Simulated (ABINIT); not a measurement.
W: relaxation of cell and atoms with PBEsol

Crystal: W.

```
W
1.0
     0.00000    2.03000    2.03000
     2.03000    0.00000    2.03000
     2.03000    2.03000    0.00000
W
1
Direct
  0.00000 0.00000 0.00000
```

This isn't the form of W at room conditions, which is bcc.

```
Program                     : ABINIT 10.8.3 (patched build)
Task                        : relaxation of cell and atoms
Functional                  : PBEsol
Potentials or basis         : JTH PAW PBE v2.0
Cutoff                      : 435 eV
k mesh                      : 11 × 11 × 11
Occupations                 : fermi-dirac, width 0.05 eV
Spin                        : no spin polarisation
Cell freedom (optcell)      : 2
Cutoff smearing ecutsm (Ha) : 0.5
Optimiser (ionmov)          : 22
Force stop (Ha/bohr)        : 0.0002
Fine-grid cutoff            : 870.764 eV
```

```
Relaxed volume                                        : 16.04 Å³/atom
Relaxed cell                                          : a = 2.831 Å, b = 2.831 Å, c = 2.831 Å, α = 60.00°, β = 60.00°, γ = 60.00°
Space group after relaxing (to 0.05 Å)                : Fm-3m (No. 225)
Energy gained by relaxing                             : 27.3 meV/atom
Ionic steps                                           : 4
Pressure after relaxing                               : 0.0 GPa
Band gap on the k mesh                                : none (metal or under the smearing width)
Valence electrons inside the program's atomic spheres : W 11.74 (radii [1.2763] Å)
```

Step by step:
```csv
step,energy change (eV),largest force (eV/Å),pressure (GPa),volume (Å³)
1,0.0000,0.0000,-12.11,16.73
2,-0.0269,0.0000,-1.62,16.12
3,-0.0272,0.0000,0.13,16.03
4,-0.0273,0.0000,-0.01,16.04
```

Final structure:
```
W
1.0
     0.00000    2.00151    2.00151
     2.00151    0.00000    2.00151
     2.00151    2.00151    0.00000
W
1
Direct
  0.00000 0.00000 0.00000
```

Levels at points of the mesh, in eV from the Fermi level:
```
           k point  band 4  band 5  band 6  band 7  band 8  band 9  band 10  band 11
(0.00, 0.00, 0.00)  -37.19   -9.10   -0.57   -0.57   -0.57    2.65     2.65    13.17
```

It took 27 s on 1 thread of Intel(R) Xeon(R) 6975P-C (Granite Rapids) (shared host), peak memory 0.1 GiB.

Caveat: the PAW data sets were made with another functional, which shifts forces and pressure a little. The run has no spin-orbit coupling, so splittings on W are missing.
